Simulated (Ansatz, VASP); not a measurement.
**One calculation of Cu, two programs**

```xyz
5
Lattice="2.5308 0.0000 0.0000 -1.2654 2.1917 0.0000 0.0000 0.0000 23.2618" Properties=species:S:1:pos:R:3 pbc="T T T"
Cu    0.0000    0.0000    7.5000
Cu    0.0000    1.4611    9.5655
Cu    0.0000    0.0000   11.6309
Cu    1.2654    0.7306   13.6964
Cu    0.0000    0.0000   15.7618
```

Alike in both runs: task single point; functional PBE; k mesh 12 × 12 × 1; occupations fermi-dirac, width 0.05 eV; no spin polarisation.

```csv
,VASP,Ansatz
version,VASP 6.6.1,Ansatz 0.2.0
potentials or method,"VASP PAW PBE potentials, release 64 (Cu)",Ansatz PAW
plane-wave cutoff (eV),520,420
valence electrons in the cell,55,95
```

Ansatz gave:

```
gap on the k mesh at the Fermi level (eV)  : none
rms of the force components (eV/Å)         : 0.062
work function, face that differs most (eV) : 4.77
```

Question: Which values does VASP return?

Answer: gap on the k mesh at the Fermi level (eV): none; rms of the force components (eV/Å): 0.069; work function, face that differs most (eV): 4.75.

Atom by atom the forces differ by 0.006 eV/Å (rms over components). A gap of «none» marks a metal or a gap that the smearing closes. The two sets of potentials don't hold the same shells in valence.
